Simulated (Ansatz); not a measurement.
Computed with Ansatz 0.2.0, DFT PBE, scalar-relativistic, plane waves, PAW. All cells share a 420 eV cutoff and Γ-centred k meshes spaced at most about 0.3 Å⁻¹ (about 0.25 or finer for metals, 2π included). No spin polarisation.

All energies are static (0 K, no zero-point motion).

Task: Order these relaxed structures of Al₄N₃ by energy, lowest first, with the energy over the lowest of them.
A.

Space group P3m1 (No. 156). a = 3.113 Å, b = 3.113 Å, c = 9.809 Å, α = 90.00°, β = 90.00°, γ = 120.00°
```
atom  site  symmetry       x       y       z
  Al    1a       3m. 0.0000  0.0000  0.4958
  Al    1b       3m. 0.3333  0.6667  0.7589
  Al    1a       3m. 0.0000  0.0000  0.9809
  Al    1b       3m. 0.3333  0.6667  0.2388
   N    1b       3m. 0.3333  0.6667  0.4331
   N    1a       3m. 0.0000  0.0000  0.6905
   N    1a       3m. 0.0000  0.0000  0.1770
```

B.

Space group R-3m:H (No. 166). a = 2.902 Å, b = 2.902 Å, c = 27.535 Å, α = 90.00°, β = 90.00°, γ = 120.00°
```json
{"atom": "Al", "site": "6c", "symmetry": "3m", "x": "0.6667", "y": "0.3333", "z": "0.2048"}
{"atom": "Al", "site": "6c", "symmetry": "3m", "x": "0.0000", "y": "0.0000", "z": "0.2907"}
{"atom": "N", "site": "6c", "symmetry": "3m", "x": "0.3333", "y": "0.6667", "z": "0.2482"}
{"atom": "N", "site": "3a", "symmetry": "-3m", "x": "0.0000", "y": "0.0000", "z": "0.0000"}
```

Result: A (0 meV/atom), B (98 meV/atom). Counting N atoms around Al (those within 1.25 times the shortest such distance or 1.15 times the sum of covalent radii; a slash parts the counts of unlike sites): A has Al 1/3/4; B has Al 3/6. Both come from invented guesses.

In P3m1, R-3m an odd number of electrons in the primitive cell allows no gap without spin; a larger cell or a magnetic state could open one. Cells relaxed within their symmetry can be saddle points. Some candidate types were left out of the draw beforehand, so a known form may be missing.
